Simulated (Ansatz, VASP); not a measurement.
# ZnSe in VASP and in Ansatz

```
Zn Se
1.0
     0.00000    2.78376    2.78376
     2.78376    0.00000    2.78376
     2.78376    2.78376    0.00000
Zn Se
1 1
Direct
  0.00000 0.00000 0.00000
  0.25000 0.25000 0.25000
```

Alike in both runs: functional LDA; k mesh 8 × 8 × 8; occupations gaussian, width 0.02 eV; no spin polarisation.

Ansatz relaxed the structure, and its values are those at the end. VASP's run is a single point on that final structure, the one shown.

```csv
,VASP,Ansatz
version,VASP 6.6.1,Ansatz 0.2.0
potentials or method,"VASP PAW LDA potentials, release 64 (Zn, Se)","scalar-relativistic, plane waves, PAW"
plane-wave cutoff (eV),520,420
valence electrons in the cell,18,28
```

|  | VASP | Ansatz | Ansatz less VASP |
| --- | --- | --- | --- |
| gap on the k mesh at the Fermi level (eV) | 1.29 | 1.25 | -0.040 |
| least direct gap on the mesh (eV) | 1.29 | 1.25 | -0.040 |
| pressure (GPa) | 0.4 | 0.0 | -0.37 |

The two sets of potentials don't hold the same shells in valence.

LDA gaps usually lie below the measured ones, often by a third to a half.
